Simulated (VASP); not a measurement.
# In: single point with RPBE

Crystal: In.

```
CELL_PARAMETERS angstrom
3.36384 0.00000 0.00000
-1.68192 2.91317 0.00000
0.00000 0.00000 10.79971
ATOMIC_POSITIONS crystal
In 0.66667 0.33333 0.75000
In 0.00000 0.00000 0.50000
In 0.33333 0.66667 0.25000
In 0.00000 0.00000 0.00000
```

This isn't the form of In at room conditions, which is tetragonal.

```yaml
Program: VASP 6.6.1
Task: single point
Functional: RPBE
Potentials_or_basis: VASP PAW PBE potentials, release 64 (In_d)
Cutoff: 520 eV
k_mesh: 9 × 9 × 3
Occupations: gaussian, width 0.1 eV
Spin: no spin polarisation
```

| Quantity | Value |
| --- | --- |
| Pressure | 3.2 GPa |
| Band gap on the k mesh | none (metal or under the smearing width) |

Stress tensor (GPa, compression positive):
```
2.96 0.00 0.00
0.00 2.96 0.00
0.00 0.00 3.80
```

Levels at points of the mesh, in eV from the Fermi level:
```tsv
k point	band 22	band 23	band 24	band 25	band 26	band 27	band 28	band 29	band 30	band 31
(0.00, 0.00, 0.00)	-8.06	-8.04	-4.10	-3.28	3.37	3.38	8.12	8.12	8.98	8.98
```

It took 65 s on 1 thread of Intel(R) Xeon(R) Platinum 8259CL CPU @ 2.50GHz (Skylake/Cascade Lake) (shared host), peak memory 0.26 GiB.

Caveat: the PAW data sets were made with another functional, which shifts forces and pressure a little.
